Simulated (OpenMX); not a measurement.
# Cu in OpenMX: convergence with ElectronicTemperature

Cu:

```
CELL_PARAMETERS angstrom
-1.41464 1.44204 1.33900
1.42772 -1.45794 1.36939
1.45276 1.49606 -1.35567
ATOMIC_POSITIONS crystal
Cu 0.02627 0.02249 0.03228
```

The cell isn't the ideal one: cell strained at random at fixed volume.

| Quantity | Value |
| --- | --- |
| Program | OpenMX 3.8.5 |
| Task | convergence study |
| Functional | PBE |
| Potentials or basis | OpenMX 2013 PBE set, Cu6.0H-s2p2d1, grid cutoff 500 Ry |
| k mesh | 9 × 9 × 9 |
| Occupations | fermi-dirac, width 0.25852 eV |
| Spin | no spin polarisation |

These are the settings of the first run; the series varies ElectronicTemperature, with any setting tied to it.

Hardware: 1 thread of Arm Neoverse N1, on a shared host.

| ElectronicTemperature | energy less the tightest run, at zero smearing (meV/atom) | pressure (GPa) | SCF cycles | CPU time (s) | peak memory (GiB) |
| --- | --- | --- | --- | --- | --- |
| 3000 K | 0.99 | 10.84 | 14 | 36 | 0.3 |
| 2000 K | -0.78 | 10.80 | 14 | 35 | 0.3 |
| 1200 K | -0.62 | 10.83 | 14 | 35 | 0.3 |
| 800 K | -0.28 | 10.85 | 14 | 35 | 0.3 |
| 500 K | -0.07 | 10.86 | 14 | 35 | 0.3 |
| 300 K | 0.00 | 10.87 | 12 | 33 | 0.3 |
| 150 K | 0.01 | 10.87 | 15 | 36 | 0.3 |
| 75 K | 0.00 | 10.87 | 15 | 36 | 0.3 |

Against the tightest run, the energy stays within 1 meV/atom from 3000 K on; the pressure stays within 0.1 GPa from 3000 K on. The tightest run that finished is the yardstick and may itself not be fully converged.

Caveat, for the tightest run too: the transition metal has a single d function, too few for pressures, volumes and moments; the basis of atomic orbitals isn't converged, which shifts pressures, moduli and gaps.
